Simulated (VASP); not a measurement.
# AlNi₃: intraband terms of a metal's spectrum

AlNi₃, Fm-3m (no. 225), 4 atoms in the cell. PBE, independent-particle dielectric function; PAW potentials Ni, Al (PBE set).

## Input

INCAR.step1:
```
SYSTEM = AlNi3
  PREC = Accurate
  ENCUT = 320
  ISMEAR = 1
  SIGMA = 0.1
  EDIFF = 1E-7
  LASPH = .True.
  KPAR = 4
  LWAVE = .False.
  LCHARG = .True.
  ISPIN = 2
  MAGMOM = 1 1 1 0
  LMAXMIX = 4
```

INCAR.step2:
```
SYSTEM = AlNi3
  PREC = Accurate
  ENCUT = 320
  ISMEAR = 0
  SIGMA = 0.3
  EDIFF = 1E-6
  LASPH = .True.
  KPAR = 4
  LWAVE = .True.
  LCHARG = .False.
  ISPIN = 2
  MAGMOM = 1 1 1 0
  LMAXMIX = 4
  ICHARG = 11
  NBANDS = 42
  NEDOS = 3000
  OMEGAMAX = 30
  CSHIFT = 0.1
```

INCAR.step3, as INCAR.step2 but for:
```
- LWAVE = .True.
+ LWAVE = .False.
+ LOPTICS = .True.
+ ALGO = None
+ NELM = 1
+ ISTART = 1
```

INCAR.step4, as INCAR.step3 but for:
```
+ WPLASMAI = 0.03
```

INCAR.step5 to INCAR.step6 change the same tag again: WPLASMAI = 0.1, 0.3.

INCAR.step7, as INCAR.step6 but for:
```
- WPLASMAI = 0.3
+ RTIME = 5
```

INCAR.step8, as INCAR.step7 but for:
```
- RTIME = 5
+ RTIME = 40
```

INCAR.step9, as INCAR.step8 but for:
```
- RTIME = 40
+ LNABLA = .True.
```

INCAR.step10, as INCAR.step9 but for:
```
- ISMEAR = 0
- LNABLA = .True.
+ ISMEAR = -5
```

KPOINTS.step1:
```
k-points
0
Gamma
  8 8 8
```

KPOINTS.step2:
```
k-points
0
Gamma
  7 7 7
```

POSCAR:
```
AlNi3
1.0
    0.0000000000      2.8018887551      2.8018887551
    2.8018887551      0.0000000000      2.8018887551
    2.8018887551      2.8018887551      0.0000000000
Ni Al
3 1
Direct
    0.7500000000      0.7500000000      0.7500000000
    0.0000000000      0.0000000000      0.0000000000
    0.2500000000      0.2500000000      0.2500000000
    0.5000000000      0.5000000000      0.5000000000
```

Commands (each step's output is kept before the next begins):
```
cat potpaw_PBE.64/Ni/POTCAR potpaw_PBE.64/Al/POTCAR > POTCAR
cp INCAR.step1 INCAR
cp KPOINTS.step1 KPOINTS
mpirun -np 4 vasp_std > vasp.out
cp INCAR.step2 INCAR
cp KPOINTS.step2 KPOINTS
mpirun -np 4 vasp_std > vasp.out
cp INCAR.step3 INCAR
mpirun -np 4 vasp_std > vasp.out
cp INCAR.step4 INCAR
mpirun -np 4 vasp_std > vasp.out
cp INCAR.step5 INCAR
mpirun -np 4 vasp_std > vasp.out
cp INCAR.step6 INCAR
mpirun -np 4 vasp_std > vasp.out
cp INCAR.step7 INCAR
mpirun -np 4 vasp_std > vasp.out
cp INCAR.step8 INCAR
mpirun -np 4 vasp_std > vasp.out
cp INCAR.step9 INCAR
mpirun -np 4 vasp_std > vasp.out
cp INCAR.step10 INCAR
mpirun -np 4 vasp_std > vasp.out
```

## Result

- Bands: 42

One ground state, settings moved in the last step alone:

| Settings | Plasma frequency (eV) | Im ε at 0.5 eV | Im ε at 1 eV | Im ε at 2 eV | Im ε at 4 eV | Time (s) |
|---|---|---|---|---|---|---|
| interband part alone | 4.95 | 66.0 | 26.4 | 17.0 | 6.8 | 6 |
| Drude term, WPLASMAI 0.03 | 4.95 | 71.9 | 27.1 | 17.1 | 6.8 | 6 |
| Drude term, WPLASMAI 0.1 | 4.95 | 84.9 | 28.8 | 17.3 | 6.8 | 6 |
| Drude term, WPLASMAI 0.3 | 4.95 | 109.2 | 33.1 | 17.9 | 6.9 | 6 |
| relaxation time RTIME 5 fs | 4.95 | 90.1 | 29.5 | 17.4 | 6.8 | 6 |
| relaxation time RTIME 40 fs | 4.95 | 69.3 | 26.8 | 17.0 | 6.8 | 5 |
| transversal form (LNABLA) | 3.70 | 36.9 | 14.1 | 9.1 | 5.6 | 5 |
| tetrahedron method | – | – | – | – | – | no result |

VASP 6.6.1 took 60 s on 4 cores (AMD EPYC 7R13 (Zen 3)), a shared host.
